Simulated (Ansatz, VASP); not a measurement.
## One calculation of AlO, two programs

```
Al O
1.0
     2.71266    0.00000    0.00000
     0.00000    2.71266    0.00000
     0.00000    0.00000    2.71266
Al O
1 1
Cartesian
  1.3563 1.3563 1.3563
  0.0000 0.0000 0.0000
```

Change from the starting cell: volume scaled by 0.94.

Alike in both runs: task single point; functional PBE; k mesh 10 × 10 × 10; occupations fermi-dirac, width 0.05 eV; no spin polarisation.

|  | VASP | Ansatz |
| --- | --- | --- |
| version | VASP 6.6.1 | Ansatz 0.2.0 |
| potentials or method | VASP PAW PBE potentials, release 64 (Al, O) | Ansatz PAW |
| plane-wave cutoff (eV) | 520 | 420 |
| valence electrons in the cell | 9 | 9 |

VASP gave:

| Quantity | Value |
| --- | --- |
| gap on the k mesh at the Fermi level (eV) | none |
| pressure (GPa) | 8.9 |

Problem. Which values does Ansatz return?

Solution. gap on the k mesh at the Fermi level (eV): none; pressure (GPa): 9.1.

A gap of «none» marks a metal or a gap that the smearing closes. The functional is the same, so the differences come from potentials, cutoffs and numerics.

Caveats: an odd number of electrons without spin polarisation forces a metal; a magnetic or distorted state may lie lower; the pressure holds a Pulay correction of +0.6 GPa for the finite cutoff (Ansatz).
